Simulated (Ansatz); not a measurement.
# B: response to a displaced atom

Aim: deform B (atom 1 (B) moved by (0.030, 0.000, 0.000) Å) and compute stress, forces and field gradients with LAPW, PAW and all-electron datasets made for the crystal.

Method: DFT PBE, scalar-relativistic, in Ansatz 0.2.0.

1 further run of the same task is left out (set aside as unsound or not needed).

**1. The structure to begin with**

Symmetry: Fd-3m, No. 227, cubic system. Conventional cell: a = 4.052 Å, b = 4.052 Å, c = 4.052 Å, α = 90.00°, β = 90.00°, γ = 90.00°. B (site symmetry -43m) has 4 B at 1.75 Å as nearest neighbours.

Coordinates:

```cif
data_structure
_symmetry_space_group_name_H-M 'P 1'
_symmetry_Int_Tables_number 1
_cell_length_a 2.8654
_cell_length_b 2.8654
_cell_length_c 2.8654
_cell_angle_alpha 60.000
_cell_angle_beta 60.000
_cell_angle_gamma 60.000
_cell_volume 16.64
loop_
_atom_site_label
_atom_site_type_symbol
_atom_site_fract_x
_atom_site_fract_y
_atom_site_fract_z
_atom_site_occupancy
B1 B 0.00000 0.00000 0.00000 1
B2 B 0.25000 0.25000 0.25000 1
```

Atoms are numbered in the order of the input: B1, B2.

**2. The deformed structure**

Space group Fd-3m before, Imma after.

**3. All-electron LAPW**

Input file input.yaml:

```yaml
crystal:
  lattice:
    - [0.0, 2.026136433, 2.026136433]
    - [2.026136433, 0.0, 2.026136433]
    - [2.026136433, 2.026136433, 0.0]
  atoms:
    - { symbol: B, position: [-0.0074032527, 0.0074032527, 0.0074032527] }
    - { symbol: B, position: [0.25, 0.25, 0.25] }
kpoints:
  mp_grid: { grid: [16, 16, 16] }
scf:
  occupations: { method: fermi_dirac, width: 0.05 }
hamiltonian:
  xc: pbe
  pseudopotentials: { kind: all_electron, lapw: { basis_error: 0.00025 } }
output:
  forces: true
  stress: true
  eigenvalues: true
```

The program printed, cut to the lines that bear on the results:

```text
LAPW: plane waves up to 9.956 Å⁻¹, error target 2.5e-4 eV per atom; small_component_spin mean_spin; B in spheres of 0.869 Å, 5 of its electrons in bands, Dirac shells []
[...]
Pseudopotentials: kind: all_electron
Pseudopotential: B, LAPW, valence charge 5, Koelling and Harmon's equation, gaussian nucleus
Functional definition: PBE
[...]
Crystal: 2 atoms, lattice volume = 16.636 Å³
Basis set: ecut = 377.6884812990524 eV, 283 PW (Γ), exchange–correlation at level 2
Bands: 9, of which v1, the nominal top of the filled ones, is band 5 counted from 1 (4 counted from 0)
Symmetry: 8 space group operations
Space group: Imma (ITA 74), of the structure as read, at distance tolerance 2.6e-5 Å
k-points: 621 of 4096
[...]
SCF iter   1: F=—  HF=-1350.662184 eV  |F-HF|=—  |Δ(HF+E_count)|=         —  Δρ=5.36e-2  dr2=4.63e-1  ethr=4.62e-3  ⟨swp⟩=2.0  Hψ=42434  notcnv=0
[...]
the basis was enlarged: its passes take 114.8 KiB over the memory plan, 1 of 1 planned eigensolver slots
SCF iter   5: F=-1350.487976 eV  HF=-1350.487976 eV  |F-HF|=8.51e-8  |Δ(HF+E_count)|=   4.31e-6  Δρ=2.35e-5  dr2=3.93e-8  ethr=3.79e-8  ⟨swp⟩=3.0  Hψ=13735  notcnv=0
[...]
SCF converged after 5 iterations
Free energy (F): -1350.487976 eV
[...]
E sigma→0 (E₀):  -1350.484517 eV
Entropy (-TS):   -0.006918 eV (-3.459 meV/atom)
Fermi energy:    6.787897 eV
[...]
--- Forces (eV/Å), atoms counted from 1 ---
  atom   1  B     -0.16568787     0.00000000    -0.00000000
  atom   2  B      0.16568787    -0.00000000     0.00000000
[...]
--- Stress (GPa, compression-positive) ---
       -0.011143      -0.000000       0.000000
       -0.000000       0.114963       3.053743
        0.000000       3.053743       0.114963
  P = ⅓ Tr σ = 0.0729 GPa (0.729 kbar)
--- Band table (eV; the first three rows and the last of 621) ---
  k-point 0: bands = ["-165.3847", "-165.3632", "-6.0862", "10.5308", "10.8195", "11.0944", "14.7155", "14.9542", "15.2128"]
[...]
```

Wall time 26 s (1 thread, shared host).

Read from it: pressure 0.07 GPa; no gap; largest force 0.166 eV/Å.

**4. Frozen-core PAW**

input.yaml: that of step 3 with these lines changed.

```diff
@@ -14,3 +14,3 @@
   xc: pbe
-  pseudopotentials: { kind: all_electron, lapw: { basis_error: 0.00025 } }
+  pseudopotentials: { kind: paw }
 output:
@@ -19 +19,2 @@
   eigenvalues: true
+  efg: { contact_densities: true }
```

The program printed, cut to the lines that bear on the results:

```text
[...]
Pseudopotentials: kind: paw
Pseudopotential: B, paw, valence charge 3, recommended cutoff 420 eV (normal)
[... 1 set-up line as earlier in the session ...]
[...]
Crystal: 2 atoms, lattice volume = 16.636 Å³
Basis set: ecut = 420 eV, 331 PW (Γ), exchange–correlation on 40×40×40 points (8 copies of the dense FFT grid, shifted against one another)
Bands: 7, of which v1, the nominal top of the filled ones, is band 3 counted from 1 (2 counted from 0)
[... 2 set-up lines as earlier in the session ...]
k-points: 621 of 4096
[...]
SCF iter   1: F=—  HF=-309.935741 eV  |F-HF|=—  |Δ(HF+E_count)|=         —  Δρ=1.49e-3  dr2=1.64e-4  ethr=1.77e-3  ⟨swp⟩=4.6  Hψ=29240  notcnv=0
[...]
SCF iter   6: F=-309.935664 eV  HF=-309.935664 eV  |F-HF|=8.13e-12  |Δ(HF+E_count)|=  1.55e-10  Δρ=2.12e-7  dr2=5.62e-12  ethr=3.95e-12  ⟨swp⟩=1.3  Hψ=13158  notcnv=0
[...]
Entropy (-TS):   -0.006919 eV (-3.460 meV/atom)
Fermi energy:    6.511552 eV
[...]
--- Forces (eV/Å), atoms counted from 1 ---
  atom   1  B     -0.16638305    -0.00000000     0.00000000
  atom   2  B      0.16638305     0.00000000    -0.00000000
[...]
--- Stress (GPa, compression-positive) ---
        0.024347      -0.000000       0.000000
       -0.000000       0.151452       3.056549
        0.000000       3.056549       0.151452
  P = ⅓ Tr σ = 0.1091 GPa (1.091 kbar)
--- PAW observables at the nuclei: V_zz in 10²¹ V/m², potentials from the cell's mean, atoms counted from 1 ---
  atom   1  B  V_zz =    -0.228432   η = 0.9429   by run symmetry: allowed
            electrostatic potential = -323.879035 V   contact ρ = 488.232404 e/Å³
  atom   2  B  V_zz =    -0.228432   η = 0.9429   by run symmetry: allowed
            electrostatic potential = -323.879035 V   contact ρ = 488.232404 e/Å³
--- Band table (eV; the first three rows and the last of 621) ---
  k-point 0: bands = ["-6.3641", "10.2549", "10.5433", "10.8179", "14.4363", "14.6750", "14.9334"]
[...]
```

Wall time 4 s (1 thread, shared host).

Result: pressure 0.11 GPa; no gap; largest force 0.166 eV/Å; Vzz B1 -0.23 (η = 0.94) (10²¹ V/m²).

**5. All-electron PAW on datasets made for the crystal**

input.yaml: that of step 4 with these lines changed.

```diff
@@ -14,3 +14,3 @@
   xc: pbe
-  pseudopotentials: { kind: paw }
+  pseudopotentials: { kind: all_electron, datasets: crystal }
 output:
```

The program printed, cut to the lines that bear on the results:

```text
[...]
[... 1 set-up line as earlier in the session ...]
Pseudopotential: B, paw, valence charge 3, recommended cutoff 340 eV (normal), Koelling and Harmon's equation, gaussian nucleus
[... 1 set-up line as earlier in the session ...]
[...]
Crystal: 2 atoms, lattice volume = 16.636 Å³
Basis set: ecut = 340 eV, 259 PW (Γ), exchange–correlation on 36×36×36 points (8 copies of the dense FFT grid, shifted against one another)
Bands: 7, of which v1, the nominal top of the filled ones, is band 3 counted from 1 (2 counted from 0)
[... 2 set-up lines as earlier in the session ...]
k-points: 621 of 4096
[...]
SCF iter   1: F=—  HF=-1350.503093 eV  |F-HF|=—  |Δ(HF+E_count)|=         —  Δρ=6.09e-2  dr2=5.42e-1  ethr=8.83e-3  ⟨swp⟩=2.2  Hψ=28424  notcnv=0
[...]
  The terms above E_closure are by the made datasets' own strengths, without shells solved beside the bands.
--- Forces (eV/Å), atoms counted from 1 ---
  atom   1  B     -0.16581455    -0.00000000     0.00000000
  atom   2  B      0.16581455     0.00000000    -0.00000000
[...]
--- Stress (GPa, compression-positive) ---
       -0.013225      -0.000000       0.000000
       -0.000000       0.112970       3.054757
        0.000000       3.054757       0.112970
  P = ⅓ Tr σ = 0.0709 GPa (0.709 kbar)
--- PAW observables at the nuclei: V_zz in 10²¹ V/m², potentials from the cell's mean, atoms counted from 1 ---
  atom   1  B  V_zz =    -0.232250   η = 0.9432   by run symmetry: allowed
            electrostatic potential = -323.888890 V   contact ρ = 488.255691 e/Å³
  atom   2  B  V_zz =    -0.232250   η = 0.9432   by run symmetry: allowed
            electrostatic potential = -323.888890 V   contact ρ = 488.255691 e/Å³
--- Band table (eV; the first three rows and the last of 621) ---
  k-point 0: bands = ["-6.0862", "10.5307", "10.8194", "11.0943", "14.7154"]
[...]
```

It took 15 s on 1 thread, shared host.

Read from it: pressure 0.07 GPa; no gap; largest force 0.166 eV/Å; Vzz B1 -0.23 (η = 0.94) (10²¹ V/m²).

**6. Side by side**

Stress (GPa, compression positive):

```
          method     xx    yy    zz    yz    xz    xy
            LAPW  -0.01  0.11  0.11  3.05  0.00  0.00
             PAW   0.02  0.15  0.15  3.06  0.00  0.00
crystal datasets  -0.01  0.11  0.11  3.05  0.00  0.00
```

Forces (eV/Å):

```
atom  LAPW x  LAPW y  LAPW z   PAW x  PAW y  PAW z  crystal datasets x  crystal datasets y  crystal datasets z
  B1  -0.166   0.000   0.000  -0.166  0.000  0.000              -0.166               0.000               0.000
  B2   0.166   0.000   0.000   0.166  0.000  0.000               0.166               0.000               0.000
```

| method | pressure (GPa) | largest force (eV/Å) | Vzz B1 (10²¹ V/m²) | SCF cycles, all passes | time |
| --- | --- | --- | --- | --- | --- |
| LAPW | 0.07 | 0.166 | – | 5 | 26 s |
| PAW | 0.11 | 0.166 | -0.23 | 6 | 4 s |
| crystal datasets | 0.07 | 0.166 | -0.23 | 8 | 15 s |

**7. Outcome**

```
                                 quantity                                           value
                                 pressure  LAPW 0.07, PAW 0.11, crystal datasets 0.07 GPa
largest shear or deviatoric stress (LAPW)                                        3.05 GPa
               force on B1 along the move                                     -0.166 eV/Å
```

What this shows: The force on B1 points against the move, a stiffness of 5.52 eV/Å² with all periodic images moving together. No run of the undeformed cell stands beside it, so the pressure holds what the given cell had before the change. PAW: stress within 0.04 GPa of LAPW, forces within 1 meV/Å. Crystal datasets: stress within 0.01 GPa of LAPW, forces within 1 meV/Å.
